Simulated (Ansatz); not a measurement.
AlNi3:

```
Ni Al
1.0
     3.52305    0.00000    0.00000
     0.00000    3.52305    0.00000
     0.00000    0.00000    3.52305
Ni Al
3 1
Direct
  0.50000 0.50000 0.00000
  0.50000 0.00000 0.50000
  0.00000 0.50000 0.50000
  0.00000 0.00000 0.00000
```

The cell is a database's computed one.

Program: Ansatz 0.2.0. Alike in all runs: level PBE; spin collinear, ferromagnetic start; cell as given; smearing fermi-dirac 0.05 eV.

Problem. Order these runs on this cell by their pressure, lowest first.
A. potentials or basis Ansatz PAW; fixed moment (μB) 6.0; k mesh 6 × 6 × 6; cutoff (eV) 420
B. potentials or basis Ansatz NC; k mesh 8 × 8 × 8; cutoff (eV) 1400; points for each segment of the path 14
C. potentials or basis Ansatz PAW; fixed moment (μB) 4.5; k mesh 6 × 6 × 6; cutoff (eV) 420
D. potentials or basis Ansatz PAW; fixed moment (μB) 3.8; k mesh 6 × 6 × 6; cutoff (eV) 420
E. potentials or basis Ansatz PAW; fixed moment (μB) 3.0; k mesh 6 × 6 × 6; cutoff (eV) 420

Solution. B (7.4 GPa), E (14.4 GPa), D (18.5 GPa), C (22.5 GPa), A (37.1 GPa).

Caveats: the total moment is fixed, so each spin has its own Fermi level (some runs); the thresholds are loose for stress (some runs); a pressure of tens of GPa on the cell as given is suspect, and the run, the potentials or the cell itself is likely at fault (some runs).
